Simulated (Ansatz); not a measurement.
# Stress against strain in Ga

```
CELL_PARAMETERS angstrom
1.38300 -4.02650 0.00000
1.38300 4.02650 0.00000
-0.11745 0.00000 3.32993
ATOMIC_POSITIONS crystal
Ga 0.86900 0.13100 0.25000
Ga 0.13100 0.86900 0.75000
```

Atoms are numbered in the order listed.

Conventional cell: a = 2.766 Å, b = 8.053 Å, c = 3.332 Å, α = 90.00°, β = 92.02°, γ = 90.00°. Around Ga (atom 1) lie 8 Ga at 2.69 to 2.92 Å.

The structure is an experimental refinement, used without relaxation.

The calculation used DFT, PBE, all-electron LAPW, scalar-relativistic (Ansatz 0.2.0).

Sampling and basis: a Γ-centred 14×14×11 k mesh, Fermi–Dirac smearing of 0.03 eV, basis error target 0.5 meV/atom, no spin polarisation.

The strain is applied along the Cartesian axes of the cell as listed (the other components stay zero). Fractional coordinates are held (clamped ions).

σ is the change of stress from the unstrained cell, which is at 1.76 GPa; tension is positive, so slopes are stress–strain coefficients at that pressure. In a metal the k mesh adds noise.

Only quantities that a quadratic follows smoothly over the whole series are listed; rougher ones are left out.

```csv
εzz,σzz (GPa),σxx (GPa)
-0.0300,-2.58,-1.72
-0.0200,-1.58,-1.20
0.0000,0.00,0.00
0.0100,0.90,0.41
0.0200,1.76,0.77
0.0300,2.26,1.29
```

Fit the series and read off the stiffness at zero strain.

Least-squares fits y = p0 + p1 x + p2 x² to the rows give σzz (GPa): p1 = 81.6, p2 = -250; σxx (GPa): p1 = 49.9, p2 = -190. So C33 = 82 GPa and C13 = 50 GPa, for these axes.

One run, at εzz = -0.0100, is withheld. Predict its row.

The fits give -0.74, -0.59; the run gave -0.69, -0.67.
